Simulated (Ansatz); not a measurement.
The calculation used DFT PBE, scalar-relativistic, plane waves, PAW (Ansatz). Settings: cutoff 420 eV, Γ-centred meshes spaced at most about 0.3 Å⁻¹, and about 0.25 Å⁻¹ or finer for metals (2π included), Gaussian smearing. No spin polarisation.

All energies are static (0 K, no zero-point motion).

Two relaxed structures of In2Ga3As5:

A.

```
In Ga As
1.0
     2.09398    1.20896   17.15671
    -2.09398    1.20896   17.15671
     0.00000   -2.41792   17.15671
In Ga As
2 3 5
Direct
  0.59901 0.59901 0.59901
  0.40048 0.40048 0.40048
  0.99997 0.99997 0.99997
  0.19845 0.19845 0.19845
  0.80144 0.80144 0.80144
  0.95176 0.95176 0.95176
  0.54708 0.54708 0.54708
  0.15001 0.15001 0.15001
  0.75324 0.75324 0.75324
  0.34854 0.34854 0.34854
```

B.

```
In Ga As
1.0
    -2.08912    2.08912   14.89236
     2.08912   -2.08912   14.89236
     2.08912    2.08912  -14.89236
In Ga As
2 3 5
Direct
  0.19570 0.19570 0.00000
  0.80430 0.80430 0.00000
  0.59424 0.59424 0.00000
  0.40576 0.40576 0.00000
  0.00000 0.00000 0.00000
  0.14096 0.64096 0.50000
  0.75000 0.25000 0.50000
  0.35904 0.85904 0.50000
  0.95291 0.45291 0.50000
  0.54709 0.04709 0.50000
```

Question: Which is lower in energy, and by how much?

Answer: B is lower, by 9 meV/atom. A has In and Ga ordered on zinc blende sites, space group R3m (No. 160), 26.1 Å³/atom and no gap on its mesh; B has In and Ga ordered on zinc blende sites, space group I-4m2 (No. 119), 26.0 Å³/atom and no gap. In A, around In on its first site lie 4 As at 2.62–2.67 Å; Ga on its first site is surrounded by 4 As at 2.48–2.54 Å; around As on its first site lie 1 Ga at 2.48 Å and 3 In at 2.62 Å; 7 more sites not described. In B, In has 4 As at 2.64–2.65 Å; around Ga on a site of symmetry 2mm lie 4 As at 2.51–2.52 Å; around As on a site of symmetry 2mm lie 2 Ga at 2.51 Å and 2 In at 2.65 Å; 3 more sites not described. Both come from invented guesses.

For metals, differences of a few meV/atom aren't resolved. The zero gap of R3m, I-4m2 may come from the functional, which often closes small gaps. Cells relaxed within their symmetry can be saddle points.
